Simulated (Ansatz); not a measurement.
Run this with Ansatz's Python interface and show what comes out.

The script, `pbs_plan.py`:
```python
"""What the engine would do for PbS, without solving."""

import warnings

import ansatz as az


def main() -> None:
    warnings.simplefilter("ignore", az.DeckWarning)

    lattice = az.Lattice.of(
        (2.056942, -3.565829, 0.0),
        (2.056942, 3.565829, 0.0),
        (0.0, 0.0, 7.559945),
    )
    sites = [
        ("Pb", (0.001032, 0.998968, 0.486732)),
        ("Pb", (0.998968, 0.001032, 0.986732)),
        ("S", (0.667145, 0.332855, 0.692468)),
        ("S", (0.332855, 0.667145, 0.192468)),
    ]
    pbs = az.Crystal(lattice=lattice)
    for symbol, position in sites:
        pbs = pbs.atom(symbol, position)

    calc = pbs.calculation()
    calc = calc.functional("r2scan", dispersion="d3bj")
    calc = calc.occupations("fixed")
    calc = calc.scf(tolerance=1e-07)
    calc = calc.pseudopotentials("paw")
    calc = calc.kpoints(spacing=0.4)
    session = calc.session()
    print("features:", ", ".join(session.active_features))
    print("SCF threshold (eV):", session.dr2_threshold)
    planned = session.plan(dry_run=True)
    told = planned.describe()
    for name in ("ecut_ev", "ecutrho_ev", "n_bands", "nominal_top_band", "n_pw_range", "fft_dense", "fft_smooth", "n_sym_ops", "cell_volume_ang3"):
        print(f"{name:18s} {told[name]}")
    print("irreducible k-points and weights")
    for k, weight in zip(told.kpoints_frac, told.kweights):
        print(f"  {k[0]:8.4f} {k[1]:8.4f} {k[2]:8.4f}  {weight:.5f}")


if __name__ == "__main__":
    main()
```

Output of `python pbs_plan.py`:
```text
features: FinerXcGrid, AnyPaw, Paw, Mgga, R2scan, PairwiseDispersion, StepOccupations
SCF threshold (eV): 1e-07
ecut_ev            500.0
ecutrho_ev         2000.0
n_bands            24
nominal_top_band   20
n_pw_range         [2797, 2841]
fft_dense          [32, 32, 60]
fft_smooth         [30, 30, 60]
n_sym_ops          4
cell_volume_ang3   110.89990911858231
irreducible k-points and weights
    0.0000   0.0000   0.0000  0.01333
    0.0000   0.0000   0.3333  0.02667
    0.0000   0.2000   0.0000  0.05333
    0.0000   0.2000   0.3333  0.10667
    0.0000   0.4000   0.0000  0.05333
    0.0000   0.4000   0.3333  0.10667
    0.2000   0.2000   0.0000  0.02667
    0.2000   0.2000   0.3333  0.05333
    0.2000   0.4000   0.0000  0.05333
    0.2000   0.4000   0.3333  0.10667
    0.2000  -0.4000   0.0000  0.05333
    0.2000  -0.4000   0.3333  0.10667
    0.2000  -0.2000   0.0000  0.02667
    0.2000  -0.2000   0.3333  0.05333
    0.4000   0.4000   0.0000  0.02667
    0.4000   0.4000   0.3333  0.05333
    0.4000  -0.4000   0.0000  0.02667
    0.4000  -0.4000   0.3333  0.05333
```

The structure comes from a database and needn't be a stable phase.
